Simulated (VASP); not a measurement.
A run of VASP 6.6.1 is set up as follows.

The input POSCAR:

```
MgS                                     
1.0
   -0.0000000000      2.5903437999      2.5903437999
    2.5903437999      0.0000000000      2.5903437999
    2.5903437999      2.5903437999     -0.0000000000
  Mg              S             
     1     1
Direct
     0.0000000000000000    0.0000000000000000    0.0000000000000000
     0.5000000000000000    0.5000000000000000    0.5000000000000000
```

Contents of INCAR.step1:

```
PREC = Accurate
ENCUT = 520
EDIFF = 1E-6
ISMEAR = 0
SIGMA = 0.02
LREAL = False
LASPH = True
NELM = 100
ALGO = Fast
ISIF = 2
LWAVE = False
LCHARG = True
MAGMOM = 0 0 0 0 0 0
LORBIT = 11
LSORBIT = True
GGA_COMPAT = False
GGA = PE
NBANDS = 20
KPAR = 4
```

Contents of KPOINTS.step1:

```
Automatic mesh
0
Gamma
  10 10 10
```

Contents of INCAR.step2:

```
PREC = Accurate
ENCUT = 520
EDIFF = 1E-6
ISMEAR = 0
SIGMA = 0.05
LREAL = False
LASPH = True
NELM = 100
ALGO = Fast
ISIF = 2
LWAVE = False
LCHARG = False
MAGMOM = 0 0 0 0 0 0
LORBIT = 11
LSORBIT = True
GGA_COMPAT = False
GGA = PE
NBANDS = 20
ICHARG = 11
KPAR = 4
```

Contents of KPOINTS.step2:

```
path GXWKGLUWLK,UX
15
line-mode
reciprocal
 0.0000000000  0.0000000000  0.0000000000  G
 0.5000000000  0.0000000000  0.5000000000  X

 0.5000000000  0.0000000000  0.5000000000  X
 0.5000000000  0.2500000000  0.7500000000  W

 0.5000000000  0.2500000000  0.7500000000  W
 0.3750000000  0.3750000000  0.7500000000  K

 0.3750000000  0.3750000000  0.7500000000  K
 0.0000000000  0.0000000000  0.0000000000  G

 0.0000000000  0.0000000000  0.0000000000  G
 0.5000000000  0.5000000000  0.5000000000  L

 0.5000000000  0.5000000000  0.5000000000  L
 0.6250000000  0.2500000000  0.6250000000  U

 0.6250000000  0.2500000000  0.6250000000  U
 0.5000000000  0.2500000000  0.7500000000  W

 0.5000000000  0.2500000000  0.7500000000  W
 0.5000000000  0.5000000000  0.5000000000  L

 0.5000000000  0.5000000000  0.5000000000  L
 0.3750000000  0.3750000000  0.7500000000  K

 0.6250000000  0.2500000000  0.6250000000  U
 0.5000000000  0.0000000000  0.5000000000  X
```

Potentials or basis: VASP PAW PBE potentials, release 64 (Mg, S).

Run with:

```console
$ cat potpaw_PBE.64/Mg/POTCAR potpaw_PBE.64/S/POTCAR > POTCAR
$ cp INCAR.step1 INCAR
$ cp KPOINTS.step1 KPOINTS
$ mpirun -np 4 vasp_ncl > vasp.out
$ cp INCAR.step2 INCAR
$ cp KPOINTS.step2 KPOINTS
$ mpirun -np 4 vasp_ncl > vasp.out
```

Estimate the net moment.

0.00 μB per cell.

Moments on the atoms (μB; x, y, z):
```
Mg  0.00 0.00 0.00
S   0.00 0.00 0.00
```
